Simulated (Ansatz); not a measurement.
Input for Ansatz (plane-wave DFT, PAW):

```yaml
crystal:
  lattice:
    - [0.0, 2.2798947853, 2.2798947853]
    - [2.2798947853, 0.0, 2.2798947853]
    - [2.2798947853, 2.2798947853, 0.0]
  atoms:
    - { symbol: Mg, position: [0.0, 0.0, 0.0] }
basis:
  ecutwfc: 420
kpoints:
  mp_grid: { grid: [16, 16, 16] }
hamiltonian:
  xc: pbe
scf:
  occupations: { method: gaussian, width: 0.1 }
output:
  forces: true
  stress: true
  eigenvalues: true
```

It can be run as
```bash
ansatz run input.yaml --threads 1 --pin off --backend cpu --events-out ev --progress --plain --runs-dir out  # memory cap (--max-ram) not shown
```

Theory: DFT PBE, scalar-relativistic, plane waves, PAW (Ansatz 0.2.0).

Abridged output (iterations and final results):

```
SCF iter   1: F=—  HF=-1923.787705 eV  |F-HF|=—  |Δ(HF+E_count)|=         —  Δρ=4.77e-4  dr2=2.81e-5  ethr=1.77e-3  ⟨swp⟩=5.4  Hψ=9127  notcnv=0
SCF iter   2: F=—  HF=-1923.787822 eV  |F-HF|=—  |Δ(HF+E_count)|=   1.18e-4  Δρ=2.85e-4  dr2=1.00e-5  ethr=2.81e-7  ⟨swp⟩=2.7  Hψ=3304  notcnv=0
SCF iter   3: F=—  HF=-1923.787830 eV  |F-HF|=—  |Δ(HF+E_count)|=   7.96e-6  Δρ=7.82e-5  dr2=8.95e-7  ethr=1.00e-7  ⟨swp⟩=2.9  Hψ=1889  notcnv=0
SCF iter   4: F=-1923.787831 eV  HF=-1923.787831 eV  |F-HF|=6.64e-8  |Δ(HF+E_count)|=   9.84e-7  Δρ=2.11e-5  dr2=3.48e-8  ethr=8.95e-9  ⟨swp⟩=1.9  Hψ=1447  notcnv=0
SCF iter   5: F=-1923.787831 eV  HF=-1923.787831 eV  |F-HF|=2.46e-9  |Δ(HF+E_count)|=   4.15e-8  Δρ=4.34e-6  dr2=1.68e-9  ethr=3.48e-10  ⟨swp⟩=2.0  Hψ=1880  notcnv=0
SCF iter   6: F=-1923.787831 eV  HF=-1923.787831 eV  |F-HF|=5.64e-11  |Δ(HF+E_count)|=   1.51e-9  Δρ=6.03e-7  dr2=3.81e-11  ethr=1.68e-11  ⟨swp⟩=1.3  Hψ=3868  notcnv=0
SCF 1 converged in 6 iterations: F = -1923.787831 eV  dr2 = 3.81e-11
SCF converged after 6 iterations
Free energy (F): -1923.787831 eV
Harris-Foulkes:  -1923.787831 eV  (|F-HF|=5.64e-11)
Internal energy: -1923.785079 eV  (E = F + TS)
E sigma→0 (E₀):  -1923.786455 eV
Entropy (-TS):   -0.002752 eV (-2.752 meV/atom)
Fermi energy:    5.373155 eV
--- Per-component energies (eV) ---
  E_band       = -360.269051
  E_kinetic    = 74.631451
  E_local      = -1632.945189  (includes V_loc(G=0)·N_el)
  E_nonlocal   = 95.736468
  E_hartree    = 583.639251
  E_xc         = -28.280906
  E_vxc        = -36.477493  (∫ρ·V_xc dr)
  E_paw        = -292.624976  (= ΣΔE_a)
  E_vpaw       = -28.492586  (= ΣTr[D̂ρ^β])
  E_aug_tail   = -0.000004  (compensation charges beyond the density's cutoff)
  E_ewald      = -723.941175
  E_smearing   = -0.002752  (= −TS)
--- Forces (eV/Å), atoms counted from 1 ---
  atom   1  Mg     0.00000000     0.00000000     0.00000000
--- Stress (GPa, compression-positive) ---
       -0.831769       0.000000       0.000000
        0.000000      -0.831769       0.000000
        0.000000       0.000000      -0.831769
  P = ⅓ Tr σ = -0.8318 GPa (-8.318 kbar)
--- Band table (eV; the first three rows and the last of 145) ---
  k-point 0: bands = ["-70.6490", "-37.3886", "-37.3886", "-37.3886", "-1.4037", "17.5266", "17.5266", "17.5266", "19.3156"]
  k-point 1: bands = ["-70.6489", "-37.3897", "-37.3887", "-37.3887", "-1.3183", "16.1407", "17.3114", "17.3114", "19.3880"]
  k-point 2: bands = ["-70.6486", "-37.3927", "-37.3892", "-37.3892", "-1.0629", "14.1244", "16.9237", "16.9237", "19.1367"]
  k-point 144: bands = ["-70.6457", "-37.4072", "-37.4072", "-37.3994", "6.8111", "6.8111", "7.3563", "8.7396", "20.1015"]
```

The calculation finished and met its thresholds.